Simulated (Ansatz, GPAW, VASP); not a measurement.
BN: programs and potentials compared

```
N B
1.0
     0.00000    1.81300    1.81300
     1.81300    0.00000    1.81300
     1.81300    1.81300    0.00000
N B
1 1
Direct
  0.25000 0.25000 0.25000
  0.00000 0.00000 0.00000
```

The cell is a database's computed one, not the measured one.

Alike in all runs: task single point; functional PBE; k mesh 13 × 13 × 13; occupations gaussian, width 0.016 eV; no spin polarisation; no spin-orbit coupling. Pressure is positive in compression and, in plane waves, holds the error of the finite cutoff.

```csv
program and potentials,plane-wave cutoff (eV),notes,pressure (GPa)
"Ansatz, all-electron LAPW, scalar-relativistic",-,-,-0.41
"GPAW, GPAW PAW data sets (gpaw-data 1.2.1)",800,-,-1.60
"VASP, PBE PAW files B, N, 520 eV",520,-,-0.17
```

The pressure spans -1.60 (GPAW, GPAW PAW data sets (gpaw-data 1.2.1)) to -0.17 GPa (VASP, PBE PAW files B, N, 520 eV), with all-electron results at -0.41.

Differences between rows come from potentials, basis sets and numerical settings, since the functional is the same but for its coding. Runs on potential files found faulty are left out.

All three pressures are negative, so each setup would contract the zincblende cell slightly. The VASP value of -0.17 GPa lies close to the all-electron -0.41 GPa, while GPAW, at -1.60 GPa, calls for the largest contraction.

In structural terms the disagreement is small. Cubic BN is a network of short, strong, partly polar sp3 bonds, and its bulk modulus is among the highest known. A minute change in bond length therefore produces a sizeable stress, which makes pressure a much sharper test here than it would be in a soft solid. The GPAW offset probably stems more from the construction of its data sets than from its cutoff, which is the higher of the two plane-wave values.

The benchmark for the potentials is the all-electron pressure, not zero, so the VASP result's being nearest to zero is no sign of greater accuracy. Agreement at a single volume also doesn't establish that the programs would give the same bulk modulus, which depends on how the pressure changes with volume.
